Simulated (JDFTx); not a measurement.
# ZrC (Fm-3m) in JDFTx: reference runs

How does ZrC come out in PBEsol? The cell is run as given and disturbed, then over a range of volumes.

All numbers are computed with JDFTx 1.7.0 (patched build); they aren't measurements. Logs are shortened: lines on timing, memory, paths and dates and some standing lists are left out, and cuts for length are marked. The log counts tension as positive stress, the text compression.

### 1 Starting point

It takes space group Fm-3m (No. 225, cubic). The conventional cell has a = 4.730 Å, b = 4.730 Å, c = 4.730 Å, α = 90.00°, β = 90.00°, γ = 90.00°. Around Zr (site symmetry m-3m) lie 6 C at 2.37 Å. C (site symmetry m-3m) has 6 Zr at 2.37 Å as nearest neighbours.

### 2 Single point, PBEsol

ZrC.in

```
lattice \
    0.0000000000     4.4692022847     4.4692022847 \
    4.4692022847     0.0000000000     4.4692022847 \
    4.4692022847     4.4692022847     0.0000000000
coords-type Lattice
ion Zr     0.5000000000     0.5000000000     0.5000000000 1
ion C      0.0000000000     0.0000000000     0.0000000000 1

ion-species pseudo/Zr.upf
ion-species pseudo/C.upf
elec-cutoff 41 328
elec-ex-corr gga-PBEsol
kpoint-folding 10 10 10
elec-smearing Fermi 0.0018374661
elec-n-bands 14
electronic-SCF nIterations 100 energyDiffThreshold 1e-09
electronic-minimize nIterations 30 energyDiffThreshold 1e-7
converge-empty-states yes
forces-output-coords Cartesian

dump-name run.$VAR
dump End Ecomponents EigStats BandEigs Kpoints Forces Stress
```

Potentials or basis: PseudoDojo-SR-PBEsol-0.4.1-standard with smoothed tails.

Command:

```
$ jdftx -c 1 -i ZrC.in -o ZrC.out
```

The log of the run:

```text
*************** JDFTx 1.7.0 (patched build) ***************

Input parsed successfully to the following command list (including defaults):
[... the input with its defaults ...]

---------- Setting up symmetries ----------

Found 48 point-group symmetries of the bravais lattice
Found 48 space-group symmetries with basis
Applied RMS atom displacement 0 bohrs to make symmetries exact.

---------- Initializing the Grid ----------
R =
[            0       4.4692       4.4692  ]
[       4.4692            0       4.4692  ]
[       4.4692       4.4692            0  ]
unit cell volume = 178.534
G =
[  -0.702943   0.702943   0.702943  ]
[   0.702943  -0.702943   0.702943  ]
[   0.702943   0.702943  -0.702943  ]
Minimum fftbox size, Smin = [  52  52  52  ]
Chosen fftbox size, S = [  54  54  54  ]

---------- Initializing tighter grid for wavefunction operations ----------
R =
[            0       4.4692       4.4692  ]
[       4.4692            0       4.4692  ]
[       4.4692       4.4692            0  ]
unit cell volume = 178.534
G =
[  -0.702943   0.702943   0.702943  ]
[   0.702943  -0.702943   0.702943  ]
[   0.702943   0.702943  -0.702943  ]
Minimum fftbox size, Smin = [  40  40  40  ]
Chosen fftbox size, S = [  40  40  40  ]

---------- Exchange Correlation functional ----------
Initalized PBEsol GGA exchange.
Initalized PBEsol GGA correlation.

---------- Setting up pseudopotentials ----------
Width of ionic core gaussian charges (only for fluid interactions / plotting) set to 0

Reading pseudopotential file 'pseudo/Zr.upf':
  'Zr' pseudopotential, 'PBESOL' functional
  Generated using ONCVPSP code by D. R. Hamann
  12 valence electrons, 4 orbitals, 6 projectors, 1001 radial grid points, with lMax = 2
    4S    l: 0   occupation:  2.0   eigenvalue: -2.001217
    4P    l: 1   occupation:  6.0   eigenvalue: -1.191752
    4D    l: 2   occupation:  2.0   eigenvalue: -0.132729
    5S    l: 0   occupation:  2.0   eigenvalue: -0.164081
  Core radius for overlap checks: 1.48 bohrs.

Reading pseudopotential file 'pseudo/C.upf':
  'C' pseudopotential, 'PBESOL' functional
  Generated using ONCVPSP code by D. R. Hamann
  4 valence electrons, 2 orbitals, 4 projectors, 1001 radial grid points, with lMax = 1
    2S    l: 0   occupation:  2.0   eigenvalue: -0.501565
    2P    l: 1   occupation:  2.0   eigenvalue: -0.192331
  Core radius for overlap checks: 1.21 bohrs.

Initialized 2 species with 2 total atoms.

Folded 1 k-points by 10x10x10 to 1000 k-points.

---------- Setting up k-points, bands, fillings ----------
Reduced to 47 k-points under symmetry.
Computing the number of bands and number of electrons
Calculating initial fillings.
nElectrons:  16.000000   nBands: 14   nStates: 47

----- Setting up reduced wavefunction bases (one per k-point) -----
average nbasis = 2237.549 , ideal nbasis = 2238.669

---------- Setting up ewald sum ----------
Optimum gaussian width for ewald sums = 2.029834 bohr.
Real space sum over 1331 unit cells with max indices [  5  5  5  ]
Reciprocal space sum over 2197 terms with max indices [  6  6  6  ]

---------- Allocating electronic variables ----------
Initializing wave functions:  linear combination of atomic orbitals
Zr pseudo-atom occupations:   s ( 2 2 )  p ( 6 )  d ( 2 )
C pseudo-atom occupations:   s ( 2 )  p ( 2 )
	FillingsUpdate:  mu: +0.555000487  nElectrons: 16.000000
LCAOMinimize: Iter:   0  F: -52.9502814210543704  |grad|_K:  1.111e-02  alpha:  1.000e+00
	FillingsUpdate:  mu: +0.541786892  nElectrons: 16.000000
LCAOMinimize: Iter:   1  F: -53.1392189133607431  |grad|_K:  1.578e-03  alpha:  3.089e-01  linmin:  3.746e-01  cgtest: -9.189e-01
LCAOMinimize: 	Bad step direction: g.d > 0.
[... 11 lines of inner loops ...]
LCAOMinimize: 	Predicted alpha/alphaT>3.000000, increasing alphaT to 8.492641e-01.
	FillingsUpdate:  mu: +0.555394579  nElectrons: 16.000000
LCAOMinimize: Iter:   6  F: -53.1427363820129059  |grad|_K:  9.143e-09  alpha:  9.307e-01  linmin:  4.016e-03  cgtest:  2.200e-03
LCAOMinimize: Converged (|Delta F|<1.000000e-06 for 2 iters).

-------- Electronic minimization -----------
Will mix electronic density at each iteration.
	FillingsUpdate:  mu: +0.555394579  nElectrons: 16.000000
	FillingsUpdate:  mu: +0.542991677  nElectrons: 16.000000
SCF: Cycle:  0   F: -53.178715004354743   dF: -3.598e-02   |Residual|: 4.957e-02   |deigs|: 2.782e-02
	FillingsUpdate:  mu: +0.536597230  nElectrons: 16.000000
SCF: Cycle:  1   F: -53.180128448173825   dF: -1.413e-03   |Residual|: 2.065e-02   |deigs|: 6.951e-03
	FillingsUpdate:  mu: +0.535831142  nElectrons: 16.000000
SCF: Cycle:  2   F: -53.180346405534934   dF: -2.180e-04   |Residual|: 8.629e-03   |deigs|: 4.259e-03
	FillingsUpdate:  mu: +0.534670309  nElectrons: 16.000000
SCF: Cycle:  3   F: -53.180372522609154   dF: -2.612e-05   |Residual|: 2.148e-03   |deigs|: 1.478e-03
	FillingsUpdate:  mu: +0.534989014  nElectrons: 16.000000
SCF: Cycle:  4   F: -53.180373385904602   dF: -8.633e-07   |Residual|: 8.477e-04   |deigs|: 3.933e-04
	FillingsUpdate:  mu: +0.534832726  nElectrons: 16.000000
SCF: Cycle:  5   F: -53.180373943467636   dF: -5.576e-07   |Residual|: 1.332e-04   |deigs|: 1.557e-04
	FillingsUpdate:  mu: +0.534842629  nElectrons: 16.000000
SCF: Cycle:  6   F: -53.180373963517368   dF: -2.005e-08   |Residual|: 5.848e-05   |deigs|: 6.283e-06
	FillingsUpdate:  mu: +0.534851710  nElectrons: 16.000000
SCF: Cycle:  7   F: -53.180373965607593   dF: -2.090e-09   |Residual|: 1.426e-05   |deigs|: 9.926e-06
	FillingsUpdate:  mu: +0.534850533  nElectrons: 16.000000
SCF: Cycle:  8   F: -53.180373965987535   dF: -3.799e-10   |Residual|: 6.495e-06   |deigs|: 1.879e-06
	FillingsUpdate:  mu: +0.534851599  nElectrons: 16.000000
SCF: Cycle:  9   F: -53.180373966040143   dF: -5.261e-11   |Residual|: 7.683e-06   |deigs|: 1.888e-06
SCF: Converged (|Delta E|<1.000000e-09 for 2 iters).

Setting wave functions to eigenvectors of Hamiltonian
Converging empty states (this may take a while): |deigs|: 8.584e-05

# Stress tensor in Cartesian coordinates [Eh/a0^3]:
[  0.000281993            0            0  ]
[            0  0.000281993            0  ]
[            0            0  0.000281993  ]

# Ionic positions in lattice coordinates:
ion Zr   0.500000000000000   0.500000000000000   0.500000000000000 1
ion C   0.000000000000000   0.000000000000000   0.000000000000000 1

# Forces in Cartesian coordinates:
force Zr   0.000000000000000   0.000000000000000  -0.000000000000000 1
force C   0.000000000000000  -0.000000000000000   0.000000000000000 1

# Energy components:
   Eewald =      -46.8871308238308586
       EH =        6.3570970751349423
     Eloc =      -27.4498910466258792
      Enl =        5.1005428393692887
      Exc =      -12.0706115012628956
 Exc_core =        3.4889334533265255
       KE =       18.2807832004416362
-------------------------------------
     Etot =      -53.1802768034472422
       TS =        0.0000971625929038
-------------------------------------
        F =      -53.1803739660401433

IonicMinimize: Iter:   0  F: -53.180373966040143  |grad|_K:       -nan
IonicMinimize: None of the convergence criteria satisfied after 0 iterations.

#--- Lowdin population analysis ---
# oxidation-state Zr +0.758
# oxidation-state C -0.719

Dumping 'run.eigStats' ...
	eMin: -1.231914 at state 0 ( [ +0.000000 +0.000000 +0.000000 ] spin 0 )
	HOMO: +0.532288 at state 1 ( [ +0.000000 +0.000000 +0.100000 ] spin 0 )
	mu  : +0.534850
	LUMO: +0.536313 at state 30 ( [ +0.000000 +0.500000 +0.500000 ] spin 0 )
	eMax: +0.998851 at state 46 ( [ +0.200000 +0.500000 -0.300000 ] spin 0 )
	HOMO-LUMO gap: +0.004025
	Optical gap  : +0.023644 at state 28 ( [ +0.000000 +0.400000 +0.500000 ] spin 0 )
Done!
[note: the HOMO, LUMO and gaps printed at the end count levels as full or empty at half filling, so they show a gap where a level is partly filled]
```

It took 29 s on 1 thread of AMD EPYC 9R45 (Zen 5), shared host; peak memory 0.11 GiB.

Results:

```
Free energy            : -1447.1117 eV
Pressure               : -8.3 GPa
Band gap on the k mesh : none (metal or under the smearing width)
Loewdin charges        : Zr +0.76; C -0.72 e
```

### 3 Single point, PBEsol (atoms moved at random, drawn with an rms of 0.05 Å)

Changes to ZrC.in since step 2:

```diff
@@ -5,4 +5,4 @@
 coords-type Lattice
-ion Zr     0.5000000000     0.5000000000     0.5000000000 1
-ion C      0.0000000000     0.0000000000     0.0000000000 1
+ion Zr     0.4901410000     0.4959120000     0.5064160000 1
+ion C     -0.0109390000    -0.0047220000     0.0215780000 1
```

Potentials or basis: PseudoDojo-SR-PBEsol-0.4.1-standard with smoothed tails.

Command:

```
$ jdftx -c 1 -i ZrC.in -o ZrC.out
```

The log of the run:

```text
*************** JDFTx 1.7.0 (patched build) ***************

Input parsed successfully to the following command list (including defaults):
[... the input with its defaults ...]

---------- Setting up symmetries ----------

Found 48 point-group symmetries of the bravais lattice
Found 1 space-group symmetries with basis
Applied RMS atom displacement 0 bohrs to make symmetries exact.

---------- Initializing the Grid ----------
R =
[            0       4.4692       4.4692  ]
[       4.4692            0       4.4692  ]
[       4.4692       4.4692            0  ]
unit cell volume = 178.534
G =
[  -0.702943   0.702943   0.702943  ]
[   0.702943  -0.702943   0.702943  ]
[   0.702943   0.702943  -0.702943  ]
Minimum fftbox size, Smin = [  52  52  52  ]
Chosen fftbox size, S = [  54  54  54  ]

---------- Initializing tighter grid for wavefunction operations ----------
R =
[            0       4.4692       4.4692  ]
[       4.4692            0       4.4692  ]
[       4.4692       4.4692            0  ]
unit cell volume = 178.534
G =
[  -0.702943   0.702943   0.702943  ]
[   0.702943  -0.702943   0.702943  ]
[   0.702943   0.702943  -0.702943  ]
Minimum fftbox size, Smin = [  40  40  40  ]
Chosen fftbox size, S = [  40  40  40  ]

---------- Exchange Correlation functional ----------
Initalized PBEsol GGA exchange.
Initalized PBEsol GGA correlation.

---------- Setting up pseudopotentials ----------
Width of ionic core gaussian charges (only for fluid interactions / plotting) set to 0

Reading pseudopotential file 'pseudo/Zr.upf':
  'Zr' pseudopotential, 'PBESOL' functional
  Generated using ONCVPSP code by D. R. Hamann
  12 valence electrons, 4 orbitals, 6 projectors, 1001 radial grid points, with lMax = 2
    4S    l: 0   occupation:  2.0   eigenvalue: -2.001217
    4P    l: 1   occupation:  6.0   eigenvalue: -1.191752
    4D    l: 2   occupation:  2.0   eigenvalue: -0.132729
    5S    l: 0   occupation:  2.0   eigenvalue: -0.164081
  Core radius for overlap checks: 1.48 bohrs.

Reading pseudopotential file 'pseudo/C.upf':
  'C' pseudopotential, 'PBESOL' functional
  Generated using ONCVPSP code by D. R. Hamann
  4 valence electrons, 2 orbitals, 4 projectors, 1001 radial grid points, with lMax = 1
    2S    l: 0   occupation:  2.0   eigenvalue: -0.501565
    2P    l: 1   occupation:  2.0   eigenvalue: -0.192331
  Core radius for overlap checks: 1.21 bohrs.

Initialized 2 species with 2 total atoms.

Folded 1 k-points by 10x10x10 to 1000 k-points.

---------- Setting up k-points, bands, fillings ----------
Adding inversion symmetry to k-mesh for non-inversion-symmetric unit cell.
Reduced to 504 k-points under symmetry.
Computing the number of bands and number of electrons
Calculating initial fillings.
nElectrons:  16.000000   nBands: 14   nStates: 504

----- Setting up reduced wavefunction bases (one per k-point) -----
average nbasis = 2237.549 , ideal nbasis = 2238.669

---------- Setting up ewald sum ----------
Optimum gaussian width for ewald sums = 2.029834 bohr.
Real space sum over 1331 unit cells with max indices [  5  5  5  ]
Reciprocal space sum over 2197 terms with max indices [  6  6  6  ]

---------- Allocating electronic variables ----------
Initializing wave functions:  linear combination of atomic orbitals
Zr pseudo-atom occupations:   s ( 2 2 )  p ( 6 )  d ( 2 )
C pseudo-atom occupations:   s ( 2 )  p ( 2 )
	FillingsUpdate:  mu: +0.554924825  nElectrons: 16.000000
LCAOMinimize: Iter:   0  F: -52.9483221805554223  |grad|_K:  3.383e-03  alpha:  1.000e+00
	FillingsUpdate:  mu: +0.542220169  nElectrons: 16.000000
LCAOMinimize: Iter:   1  F: -53.1388509714508572  |grad|_K:  4.749e-04  alpha:  3.077e-01  linmin:  4.298e-01  cgtest: -9.122e-01
LCAOMinimize: 	Bad step direction: g.d > 0.
[... 10 lines of inner loops ...]
LCAOMinimize: Iter:   5  F: -53.1422698614111084  |grad|_K:  6.834e-07  alpha:  3.115e-01  linmin:  4.515e-05  cgtest: -2.626e-03
	FillingsUpdate:  mu: +0.555207958  nElectrons: 16.000000
LCAOMinimize: Iter:   6  F: -53.1422698796753252  |grad|_K:  7.889e-08  alpha:  6.900e-01  linmin:  1.548e-03  cgtest: -1.786e-03
LCAOMinimize: Converged (|Delta F|<1.000000e-06 for 2 iters).

-------- Electronic minimization -----------
Will mix electronic density at each iteration.
	FillingsUpdate:  mu: +0.555207958  nElectrons: 16.000000
	FillingsUpdate:  mu: +0.543159025  nElectrons: 16.000000
SCF: Cycle:  0   F: -53.178426249249455   dF: -3.616e-02   |Residual|: 4.993e-02   |deigs|: 2.852e-02
	FillingsUpdate:  mu: +0.537076448  nElectrons: 16.000000
SCF: Cycle:  1   F: -53.179840356207727   dF: -1.414e-03   |Residual|: 2.102e-02   |deigs|: 6.931e-03
	FillingsUpdate:  mu: +0.536187060  nElectrons: 16.000000
SCF: Cycle:  2   F: -53.180062276099200   dF: -2.219e-04   |Residual|: 8.725e-03   |deigs|: 4.328e-03
	FillingsUpdate:  mu: +0.535050506  nElectrons: 16.000000
SCF: Cycle:  3   F: -53.180089497688442   dF: -2.722e-05   |Residual|: 2.190e-03   |deigs|: 1.501e-03
	FillingsUpdate:  mu: +0.535372626  nElectrons: 16.000000
SCF: Cycle:  4   F: -53.180091073038774   dF: -1.575e-06   |Residual|: 8.884e-04   |deigs|: 4.086e-04
	FillingsUpdate:  mu: +0.535233560  nElectrons: 16.000000
SCF: Cycle:  5   F: -53.180091839340967   dF: -7.663e-07   |Residual|: 1.080e-04   |deigs|: 1.417e-04
	FillingsUpdate:  mu: +0.535214966  nElectrons: 16.000000
SCF: Cycle:  6   F: -53.180091863353553   dF: -2.401e-08   |Residual|: 1.242e-04   |deigs|: 2.894e-05
	FillingsUpdate:  mu: +0.535232496  nElectrons: 16.000000
SCF: Cycle:  7   F: -53.180091875683345   dF: -1.233e-08   |Residual|: 1.761e-05   |deigs|: 2.082e-05
	FillingsUpdate:  mu: +0.535235156  nElectrons: 16.000000
SCF: Cycle:  8   F: -53.180091876695023   dF: -1.012e-09   |Residual|: 4.990e-06   |deigs|: 4.786e-06
	FillingsUpdate:  mu: +0.535235577  nElectrons: 16.000000
SCF: Cycle:  9   F: -53.180091876900541   dF: -2.055e-10   |Residual|: 5.100e-06   |deigs|: 2.736e-06
	FillingsUpdate:  mu: +0.535234849  nElectrons: 16.000000
SCF: Cycle: 10   F: -53.180091876965989   dF: -6.545e-11   |Residual|: 2.563e-06   |deigs|: 2.861e-06
SCF: Converged (|Delta E|<1.000000e-09 for 2 iters).

Setting wave functions to eigenvectors of Hamiltonian
Converging empty states (this may take a while): |deigs|: 1.797e-05

# Stress tensor in Cartesian coordinates [Eh/a0^3]:
[  0.000272848  4.76855e-06 -5.86646e-07  ]
[  4.76855e-06  0.000273424 -5.49025e-07  ]
[ -5.86646e-07 -5.49025e-07  0.000281706  ]

# Ionic positions in lattice coordinates:
ion Zr   0.490141000000000   0.495912000000000   0.506416000000000 1
ion C  -0.010939000000000  -0.004722000000000   0.021578000000000 1

# Forces in Cartesian coordinates:
force Zr   0.004346496720895   0.004214510262798  -0.000520529023629 1
force C  -0.004346105348927  -0.004215892937469   0.000521974741389 1

# Energy components:
   Eewald =      -46.8824952421474066
       EH =        6.3614707832757702
     Eloc =      -27.4602625133013198
      Enl =        5.1003552061474391
      Exc =      -12.0711710526127529
 Exc_core =        3.4889334699499908
       KE =       18.2831874328797213
-------------------------------------
     Etot =      -53.1799819158085612
       TS =        0.0001099611574277
-------------------------------------
        F =      -53.1800918769659887

IonicMinimize: Iter:   0  F: -53.180091876965989  |grad|_K:  3.509e-03
IonicMinimize: None of the convergence criteria satisfied after 0 iterations.

#--- Lowdin population analysis ---
# oxidation-state Zr +0.759
# oxidation-state C -0.719

Dumping 'run.eigStats' ...
	eMin: -1.231915 at state 0 ( [ +0.000000 +0.000000 +0.000000 ] spin 0 )
	HOMO: +0.534904 at state 6 ( [ +0.000000 +0.100000 +0.000000 ] spin 0 )
	mu  : +0.535236
	LUMO: +0.535974 at state 498 ( [ +0.500000 +0.500000 +0.000000 ] spin 0 )
	eMax: +1.001861 at state 337 ( [ +0.300000 -0.200000 +0.500000 ] spin 0 )
	HOMO-LUMO gap: +0.001070
	Optical gap  : +0.022008 at state 402 ( [ +0.400000 +0.500000 +0.000000 ] spin 0 )
Done!
```

It took 5 min on 1 thread of AMD EPYC 9R45 (Zen 5), shared host; peak memory 0.75 GiB.

What came out:

```yaml
Free_energy: -1447.1040 eV
Pressure: -8.1 GPa
Largest_force: 0.313 eV/Å
Band_gap_on_the_k_mesh: none (metal or under the smearing width)
Loewdin_charges: Zr +0.76; C -0.72 e
```

Forces on the atoms (eV/Å):
```
Zr   0.224  0.217 -0.027
C   -0.223 -0.217  0.027
```

### 4 Equation of state, PBEsol, 12.43 Å³/atom (volume scaled by 0.94)

ZrC.in

```
lattice \
    0.0000000000     4.3779684751     4.3779684751 \
    4.3779684751     0.0000000000     4.3779684751 \
    4.3779684751     4.3779684751     0.0000000000
coords-type Lattice
ion Zr     0.5000000000     0.5000000000     0.5000000000 1
ion C      0.0000000000     0.0000000000     0.0000000000 1

ion-species pseudo/Zr.upf
ion-species pseudo/C.upf
elec-cutoff 41 328
elec-ex-corr gga-PBEsol
kpoint-folding 10 10 10
elec-smearing Fermi 0.0018374661
elec-n-bands 14
electronic-SCF nIterations 100 energyDiffThreshold 1e-09
electronic-minimize nIterations 30 energyDiffThreshold 1e-7
forces-output-coords Cartesian

dump-name run.$VAR
dump End Ecomponents EigStats BandEigs Kpoints Forces Stress ElecDensity Dtot KEdensity
```

Command:

```
$ jdftx -c 1 -i ZrC.in -o ZrC.out
```

Wall time 24 s (1 thread of AMD EPYC 9R45 (Zen 5), shared host); peak memory 0.11 GiB.

It converged, with:

- Free energy: -1447.1266 eV
- Pressure: 5.9 GPa
- Band gap on the k mesh: none (metal or under the smearing width)
- Loewdin charges: Zr +0.72; C -0.68 e

### 5 Equation of state, PBEsol, 12.70 Å³/atom (volume scaled by 0.96)

Changes to ZrC.in since step 4:

```diff
@@ -1,5 +1,5 @@
 lattice \
-    0.0000000000     4.3779684751     4.3779684751 \
-    4.3779684751     0.0000000000     4.3779684751 \
-    4.3779684751     4.3779684751     0.0000000000
+    0.0000000000     4.4088002549     4.4088002549 \
+    4.4088002549     0.0000000000     4.4088002549 \
+    4.4088002549     4.4088002549     0.0000000000
 coords-type Lattice
```

Command:

```
$ jdftx -c 1 -i ZrC.in -o ZrC.out
```

It took 25 s on 1 thread of AMD EPYC 9R45 (Zen 5), shared host; peak memory 0.12 GiB.

Results (log left out):

* Free energy: -1447.1375 eV
* Pressure: 0.7 GPa
* Band gap on the k mesh: none (metal or under the smearing width)
* Loewdin charges: Zr +0.73; C -0.69 e

(Continued in part 2 of 2.)
